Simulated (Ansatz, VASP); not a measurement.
## One calculation of Sc, two programs

```xyz
1
Lattice="-1.8790 1.8790 2.3805 1.8790 -1.8790 2.3805 1.8790 1.8790 -2.3805" Properties=species:S:1:pos:R:3 pbc="T T T"
Sc    0.0000    0.0000    0.0000
```

This isn't the form of Sc at room conditions, which is hcp.

Alike in both runs: task single point; functional r2SCAN; k mesh 13 × 13 × 13; occupations fermi-dirac, width 0.1 eV; no spin polarisation.

|  | VASP | Ansatz |
| --- | --- | --- |
| version | VASP 6.6.1 | Ansatz 0.2.0 |
| potentials or method | VASP PAW PBE potentials, release 64 (Sc_sv) | plane waves, PAW |
| plane-wave cutoff (eV) | 520 | 600 |
| valence electrons in the cell | 11 | 11 |

Ansatz gave:

```
pressure (GPa)                                  : -9.7
largest component of the traceless stress (GPa) : 0.60
```

Problem. What did VASP give for the same quantities?

Solution. Pressure (GPa): -9.6; largest component of the traceless stress (GPa): 0.60.

Caveats: the PAW data sets were made with another functional, which shifts forces and pressure a little (VASP).
